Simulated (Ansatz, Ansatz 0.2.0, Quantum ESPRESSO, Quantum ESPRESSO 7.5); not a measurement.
# CsCl-type BeCo: PBEsol lattice constant 1.7 % below the compiled value

## The measurement

The quantity is the cubic lattice constant of BeCo in the CsCl structure, a = 2.61 Å, taken from a printed reference work on lattice constants of cubic crystal structure types. It is a compiled value; method, temperature and sample are not given with it. I take it to be a rounded room-temperature X-ray result. The diffraction cell from which I start, a = 2.606 Å, rounds to the same figure and is probably not independent of it, so I do not count the two as separate confirmations. Real samples of such an intermetallic may also deviate from the equiatomic composition, which would shift the lattice constant slightly.

| compared with | measured | source's wording or label | method |
| --- | --- | --- | --- |
| a (Å) | 2.61 | cubic lattice constant | compiled value, method not stated |

Conditions are those given with the value in the passage it was taken from; "not stated" means there, and the paper may say more elsewhere. The values are a selection: others may have been left out beforehand as unlike or outlying.

## Model and target

The aim is a within 1 % of the compiled value, about 0.03 Å. That is wide enough for the rounding of the reference, a small deviation in composition and the motion of the atoms, and still narrow enough to expose a functional that binds this metal badly. Thermal and zero-point expansion are absent from a static relaxation. Together I put them at roughly half a per cent in length, so a sound static cell should lie somewhat below the measured one.

The model is the ordered two-atom cell with a ferromagnetic start. By symmetry only the cell edge can relax. I go straight to PBEsol, a gradient functional made for the equilibrium volumes of solids. LDA would save little in so small a cell and usually overbinds 3d metals. A Hubbard U has no good justification for the itinerant d electrons of this compound. I also skip a reduced cutoff and a coarse mesh, because stress and Fermi surface are where a small metallic cell is sensitive. The result then needs a denser k mesh, a different set of potentials and one neighbouring functional for scale.

Plain PBE isn't shown in this study.

System: BeCo, CsCl structure; Pm-3m (No. 221), 2 atoms in the primitive cell; the database structure is a diffraction structure: a = 2.606 Å; structure from the Crystallography Open Database.

On the selection of runs and values: Further runs on this system are not shown.

## 1. PBEsol with its k-mesh check

I relax the cell with PBEsol at the full default cutoff on a 14×14×14 mesh and repeat it on 18×18×18. The pair belongs together, since sampling can affect both the stress and any weak moment on Co. I expect a slightly below the measured value, and a Co moment that is small or gone, because hybridisation with the Be sp states should broaden the d band.

**Run 1.** Ansatz 0.2.0: PBEsol, ferromagnetic start, cell and atoms relaxed from the database structure, PAW set soft_2, cutoff 420 eV (default), 14x14x14 k mesh, Gaussian smearing 0.1 eV.

Key lines of the input:
```
crystal:
  # lattice and atoms, with starting spins
kpoints:
  mp_grid: { grid: [14, 14, 14] }
hamiltonian:
  xc: pbesol
scf:
  occupations: { method: gaussian, width: 0.1 }
output:
  forces: true
  stress: true
magnetization:
  spin_polarized: true
relax:
  adjacent_minimum: "off"
  f_tol: 0.005
  max_steps: 60
  cell: { stress_tol: 0.03 }
```

Command:
```
ansatz run input.yaml --threads 4 --pin off --max-ram 8192MiB --backend cpu --events-out ev --progress --plain --runs-dir out
```

Selected lines of the output:
```
Basis set: ecut = 420 eV, 341 PW (Γ) [...]
k-points: 120 of 2744
relax step   1: F+E_penalty+E_count = -5183.96772130 eV  [...]  max|allowed force component| = 2.769e-29 eV/Å  [...]  P = -9.084 GPa  Ω = 17.698 Å³  (13 SCF iters, dr2 threshold 1.00e-7 eV [...]
relax step   2: F+E_penalty+E_count = -5183.98599961 eV  [...]  max|allowed force component| = 4.201e-29 eV/Å  [...]  P = -4.643 GPa  Ω = 17.281 Å³  [...]
[...]
relax step   6: F+E_penalty+E_count = -5183.99154558 eV  [...]  max|allowed force component| = 1.376e-29 eV/Å  [...]  P = +0.000 GPa  Ω = 16.891 Å³  [...]
relax step   7: F+E_penalty+E_count = -5183.99153986 eV  [...]  max|allowed force component| = 7.543e-30 eV/Å  [...]  P = -0.000 GPa  Ω = 16.891 Å³  [...]
--- Relaxed structure (5 steps of the walk, 5 accepted, 2 SCFs on fresh bases) ---
  cell:  # Å, volume = 16.8910 Å³
    - [2.565776227255389, 0.0, 0.0]
    - [0.0, 2.565776227255389, 0.0]
    - [0.0, 0.0, 2.565776227255389]
Magnetic group: BNS 221.92 (UNI 1594), of the structure as read, at distance tolerance 2.6e-5 Å
Magnetization: 0.3706 μB (9.6853 up, 9.3147 down)
```

Converged; 9.7 s on 4 cores of Arm Neoverse V2, shared host.

**Run 2.** Ansatz 0.2.0: PBEsol, ferromagnetic start, cell and atoms relaxed from the database structure, PAW set soft_2, cutoff 420 eV (default), 18x18x18 k mesh, Gaussian smearing 0.1 eV.

Key lines of the input, as changed from run 1:
```diff
  kpoints:
-   mp_grid: { grid: [14, 14, 14] }
+   mp_grid: { grid: [18, 18, 18] }
```

Selected lines of the output:
```
    - [2.565768109428649, 0.0, 0.0]
Magnetization: 0.3584 μB (9.6792 up, 9.3208 down)
```

Converged; 21 s on 4 cores of Arm Neoverse V1, shared host.

| quantity | run 1 | run 2 | measured |
| --- | --- | --- | --- |
| a (Å) | 2.566 | 2.566 | 2.61 |
| net moment per formula unit (μB) | 0.371 | 0.358 |  |
| size of moment on Co (μB) | 0.391 | 0.376 |  |
| conventional cell volume (Å³) | 16.89 | 16.89 |  |

PBEsol gives a = 2.566 Å, 1.7 % below the compiled value, so it misses the 1 % target. The cell is shorter than I expected, and rounding of the reference does not explain it: the diffraction cell at 2.606 Å is also 1.6 % longer than the computed one.

The denser mesh leaves the lattice constant unchanged to the printed precision, so k sampling is not the cause. A small net moment survives, 0.371 μB on the first mesh and 0.358 μB on the second. It is more sensitive to sampling than the cell is, as one expects of weak itinerant magnetism.

## 2. Other potentials, and r2SCAN for scale

Before I blame the functional, the potentials have to be tested. I repeat PBEsol with PseudoDojo norm-conserving potentials in the same program, and again in Quantum ESPRESSO, where the smearing differs as well. If the short cell belongs to PBEsol, both should stay near 2.57 Å.

Beside them I set r2SCAN, a meta-GGA, as the neighbouring level. It tends to strengthen moments in itinerant 3d metals, and a larger moment usually goes with a larger volume, so I expect a somewhat longer cell edge. If that happens, the moment has to be read along with the length, since a better lattice constant could come from exaggerated magnetism.

**Run 3.** Ansatz 0.2.0: PBEsol, PseudoDojo norm-conserving pseudopotentials, ferromagnetic start, cell and atoms relaxed from the database structure, cutoff 1306 eV (default), 14x14x14 k mesh, Gaussian smearing 0.1 eV.

Key lines of the input, as changed from run 1:
```diff
  hamiltonian:
+   pseudopotentials: { kind: nc, accuracy: standard }
```

Selected lines of the output:
```
    - [2.567130397700494, 0.0, 0.0]
Magnetization: 0.3779 μB (10.6890 up, 10.3110 down)
```

Converged; took 29 s.

**Run 4.** Quantum ESPRESSO 7.5: PBEsol, PseudoDojo norm-conserving potentials, ferromagnetic start, cell and atoms relaxed from the database structure, cutoff 96 Ry, 14x14x14 k mesh, Marzari-Vanderbilt smearing 0.14 eV.

Key lines of the input:
```
! potential files: PseudoDojo norm-conserving potentials, made for PBEsol
&control
  calculation = 'vc-relax'
  forc_conv_thr = 2.0d-4
  etot_conv_thr = 1.0d-5
  nstep = 60
/
&system
  nat = 2
  ntyp = 2
  ecutwfc = 96
  nbnd = 18
  occupations = 'smearing'
  smearing = 'mv'
  degauss = 0.01029
  nspin = 2
  starting_magnetization(2) = 0.5
/
&electrons
  conv_thr = 1.0d-8
  electron_maxstep = 100
  mixing_beta = 0.4
/
&ions
/
&cell
  press_conv_thr = 0.5
/
ATOMIC_SPECIES
  Be 9.012 Be.upf
  Co1 58.933 Co.upf
[... cell and positions ...]
K_POINTS automatic
  14 14 14 0 0 0
```

Command:
```
OMP_NUM_THREADS=1 mpirun -n 4 pw.x -nk 4 -in relax.in > relax.out
```

Selected lines of the output:
```
CELL_PARAMETERS (angstrom)
   2.567030182   0.000000000   0.000000000
```

Converged; 90 s on 4 cores of Intel Xeon at 2.70GHz, shared host.

**Run 5.** Ansatz 0.2.0: r2SCAN, ferromagnetic start, cell and atoms relaxed from the database structure, PAW set soft_2, cutoff 500 eV (default), 14x14x14 k mesh, Gaussian smearing 0.1 eV.

Key lines of the input, as changed from run 1:
```diff
  hamiltonian:
-   xc: pbesol
+   xc: r2scan
```

Selected lines of the output:
```
Basis set: ecut = 500 eV, 437 PW (Γ) [...]
k-points: 120 of 2744
relax step   1: F+E_penalty+E_count = -5225.23197843 eV  [...]  max|allowed force component| = 1.952e-29 eV/Å  [...]  P = -7.266 GPa  Ω = 17.698 Å³  (21 SCF iters, dr2 threshold 1.00e-7 eV [...]
relax step   2: F+E_penalty+E_count = -5225.24388196 eV  [...]  max|allowed force component| = 4.240e-29 eV/Å  [...]  P = -3.902 GPa  Ω = 17.364 Å³  [...]
[...]
relax step   6: F+E_penalty+E_count = -5225.24793273 eV  [...]  max|allowed force component| = 4.215e-30 eV/Å  [...]  P = -0.001 GPa  Ω = 17.027 Å³  [...]
relax step   7: F+E_penalty+E_count = -5225.24793273 eV  [...]  max|allowed force component| = 3.040e-30 eV/Å  [...]  P = -0.000 GPa  Ω = 17.027 Å³  [...]
--- Relaxed structure (5 steps of the walk, 5 accepted, 2 SCFs on fresh bases) ---
  cell:  # Å, volume = 17.0270 Å³
    - [2.572644628633015, 0.0, 0.0]
    - [0.0, 2.572644628633015, 0.0]
    - [0.0, 0.0, 2.572644628633015]
Magnetic group: BNS 221.92 (UNI 1594), of the structure as read, at distance tolerance 2.6e-5 Å
Magnetization: 0.4414 μB (9.7207 up, 9.2793 down)
```

Converged; 15 s on 4 cores of Intel Xeon 6975P-C (Granite Rapids), shared host.

| quantity | run 3 | run 4 | run 5 | measured |
| --- | --- | --- | --- | --- |
| a (Å) | 2.567 | 2.567 | 2.573 | 2.61 |
| net moment per formula unit (μB) | 0.378 | 0.400 | 0.441 |  |
| absolute moment per formula unit (μB) | – | 0.47 | – |  |
| size of moment on Co (μB) | 0.400 | – | 0.497 |  |
| conventional cell volume (Å³) | 16.92 | 16.92 | 17.03 |  |
| final pressure (GPa) | – | −0.033 | – |  |

Both runs with norm-conserving potentials give 2.567 Å, within about 0.001 Å of the PAW result, and the two programs agree with each other to the printed precision. The short cell therefore belongs to PBEsol applied to this ordered model, and neither the PAW set nor the program accounts for it. The weak moment survives as well, at 0.378 and 0.40 μB.

r2SCAN moves in the direction I expected, but not far. The cell edge grows by only 0.007 Å against PBEsol with the same PAW set, to 2.573 Å, while the net moment rises from 0.371 to 0.441 μB. That is still 1.4 % below the compiled value and outside the target. A denser mesh and other potentials for r2SCAN itself are not shown in this report, so I use it for scale only.

## Collected results

| run | settings | a (Å) | deviation | cost |
| --- | --- | --- | --- | --- |
| 1 | Ansatz: PBEsol, PAW set soft_2, cutoff 420 eV (default), 14x14x14 k mesh, Gaussian smearing 0.1 eV | 2.566 | −0.044 (−1.7 %) | under 1 core-min |
| 2 | Ansatz: PBEsol, PAW set soft_2, cutoff 420 eV (default), 18x18x18 k mesh, Gaussian smearing 0.1 eV | 2.566 | −0.044 (−1.7 %) | 86 core-s |
| 3 | Ansatz: PBEsol, PseudoDojo norm-conserving pseudopotentials, cutoff 1306 eV (default), 14x14x14 k mesh, Gaussian smearing 0.1 eV | 2.567 | −0.043 (−1.6 %) | 1.9 core-min |
| 4 | Quantum ESPRESSO: PBEsol, PseudoDojo norm-conserving potentials, cutoff 96 Ry, 14x14x14 k mesh, Marzari-Vanderbilt smearing 0.14 eV | 2.567 | −0.043 (−1.6 %) | 6 core-min |
| 5 | Ansatz: r2SCAN, PAW set soft_2, cutoff 500 eV (default), 14x14x14 k mesh, Gaussian smearing 0.1 eV | 2.573 | −0.037 (−1.4 %) | under 1 core-min |
|  | measured | 2.61 |  |  |

Further runs on the same system, made beside this series (convergence steps with loose settings among them):

| further | settings | a (Å) | deviation | cost |
| --- | --- | --- | --- | --- |
| F1 | Ansatz: r2SCAN+rVV10, PAW set soft_2, cutoff 500 eV (default), 14x14x14 k mesh, Gaussian smearing 0.1 eV | 2.567 | −0.043 (−1.6 %) | under 1 core-min |
| F2 | Ansatz: PBEsol+D3(BJ), PAW set soft_2, cutoff 420 eV (default), 14x14x14 k mesh, Gaussian smearing 0.1 eV | 2.538 | −0.072 (−2.7 %) | under 1 core-min |
| F3 | Ansatz: BLYP+D3(BJ), PAW set soft_2, cutoff 420 eV (default), 14x14x14 k mesh, Gaussian smearing 0.1 eV | 2.540 | −0.070 (−2.7 %) | under 1 core-min |
| F4 | Ansatz: BLYP, PAW set soft_2, cutoff 420 eV (default), 14x14x14 k mesh, Gaussian smearing 0.1 eV | 2.616 | +0.006 (+0.2 %) | under 1 core-min |
| F5 | Ansatz: LDA, PAW set soft_2, cutoff 420 eV (default), 14x14x14 k mesh, Gaussian smearing 0.1 eV | 2.538 | −0.072 (−2.8 %) | under 1 core-min |
| F6 | Ansatz: r2SCAN, PAW set soft_2, cutoff 500 eV (default), 8x8x8 k mesh, Gaussian smearing 0.1 eV | 2.575 | −0.035 (−1.4 %) | under 1 core-min |
| F7 | Ansatz: PBEsol, PAW set soft_2, cutoff 420 eV (default), 8x8x8 k mesh, Gaussian smearing 0.1 eV | 2.567 | −0.043 (−1.7 %) | under 1 core-min |
| F8 | Ansatz: PBEsol, PAW set soft_2, cutoff 590 eV, 14x14x14 k mesh, Gaussian smearing 0.1 eV | 2.566 | −0.044 (−1.7 %) | under 1 core-min |
|  | measured | 2.61 |  |  |

## Outcome

PBEsol misses the target. It gives a = 2.566 Å against the compiled 2.61 Å, 1.7 % too short where I had allowed 1 %, at a cost of under one core-minute. The miss is not numerical: a denser k mesh and a higher cutoff leave the length unchanged to the printed precision, and norm-conserving potentials in two programs move it by only about 0.001 Å. Once the norm-conserving run in the same program had agreed, the second program added little. Even an 8×8×8 mesh gives 2.567 Å, so the length was less sensitive to sampling than I had assumed.

r2SCAN also misses, at −1.4 %. LDA is shorter still at 2.538 Å, which supports skipping it. Adding D3 to PBEsol shortens the cell to the same length.

BLYP alone among the levels shown meets the target, with 2.616 Å. I would not build on that. BLYP does not recover the uniform electron gas and usually makes metals too large, so I read the hit as probably a chance offset. With D3 added it falls to 2.540 Å.

Thermal and zero-point expansion, roughly half a per cent, has the right sign but would still leave PBEsol more than 1 % short. It would bring r2SCAN about to the limit, too close to call. The rest lies most likely in the functional, since PBEsol is known to give 3d metals such as Fe, Co and Ni too short a lattice constant; these runs do not prove it for BeCo. The magnetic state and the sample may contribute. The runs carry a weak ferromagnetic moment, whereas the real alloy may be paramagnetic or ordered otherwise; other magnetic states are not shown in this report, so neither the size nor the sign of that effect is fixed here. A departure from equiatomic composition would shift the cell by an amount and sign I cannot fix, since the composition is not given with the value. Plain PBE, which usually gives longer cells than PBEsol, is the natural functional to compare with; it is not shown in this report.

[Logs are printed without paths, hosts, clocks, repeated set-up lines and the standing remarks that a program may print on its own settings, such as how far it seeks lower states.]

[The runs shown are a pick from a larger set of finished runs; failed, doubtful and other runs were left out of it ahead of writing. So were measured values far from every level or from commonly accepted values, and agreement can look better than it is. Lines of input and output are excerpts and may be shortened.]
